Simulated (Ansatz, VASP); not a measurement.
This is a calculation of CoO for Ansatz 0.2.0. 

input.yaml

```yaml
crystal:
  lattice:
    - [-1.508, 1.508, 2.1072475377]
    - [1.508, -1.508, 2.1072475377]
    - [1.508, 1.508, -2.1072475377]
  atoms:
    - { symbol: Co, position: [0.0, 0.0, 0.0], spin: 2.0 }
    - { symbol: O, position: [0.5, 0.5, 0.0] }
hamiltonian:
  xc: rpbe
  pseudopotentials: { kind: paw }
magnetization:
  spin_polarized: true
kpoints:
  mp_grid: { grid: [12, 12, 12] }
scf:
  occupations: { method: gaussian, width: 0.05 }
output:
  forces: true
  stress: true
  eigenvalues: true
```

Potentials or basis: Ansatz PAW.

The run is started by

```bash
$ ansatz run input.yaml --threads 1 --pin off --max-ram 3584MiB --backend cpu --events-out ev --progress --plain --runs-dir out
```

Translate it to VASP 6.6.1. Potentials or basis there: PBE PAW files Co, O, 500 eV.

As run (cutoffs and basis follow the program's own potentials, and thresholds, step limits or extra output files can differ):

File INCAR:

```
SYSTEM = CoO
PREC = Accurate ; ENCUT = 500
EDIFF = 1E-6 ; ISMEAR = 0
SIGMA = 0.05 ; LREAL = .False.
LASPH = .True. ; NELM = 100
ALGO = Fast ; ISIF = 2
LWAVE = .False. ; LCHARG = .True.
ISPIN = 2 ; MAGMOM = 2 0
LORBIT = 11 ; LMAXMIX = 4
GGA = RP ; LELF = .True.
LVHAR = .True.
```

Contents of KPOINTS:

```
regular mesh
0
Gamma
  12 12 12
  0 0 0
```

Contents of POSCAR:

```
CoO
2.9981
   -0.502985223975      0.502985223975      0.702860991194
    0.502985223975     -0.502985223975      0.702860991194
    0.502985223975      0.502985223975     -0.702860991194
Co O
1 1
Direct
    0.0000000000      0.0000000000      0.0000000000
    0.5000000000      0.5000000000      0.0000000000
```

Potentials or basis: VASP PAW PBE potentials, release 64 (Co, O).

Command:

```bash
$ cat potpaw_PBE.64/Co/POTCAR potpaw_PBE.64/O/POTCAR > POTCAR
$ mpirun -np 1 vasp_std > vasp.out
```

Both were run:

|  | Ansatz | VASP |
| --- | --- | --- |
| Pressure | 8.1 GPa | 5.6 GPa |
| Net moment | 2.92 μB per cell | 2.95 μB per cell |

Ansatz's pressure holds a Pulay term of +0.69 GPa for its cutoff of 420 eV, which the other run lacks.

The potentials hold 23 and 15 valence electrons a cell.

Ansatz's potentials were made for PBE. VASP's potentials were made for PBE.

Where Ansatz's input types no cutoff or centring, it takes its own default and a Γ-centred mesh.

The magnetic state is the one that the start led to; the real crystal's order can differ.

Pressure is positive in compression.
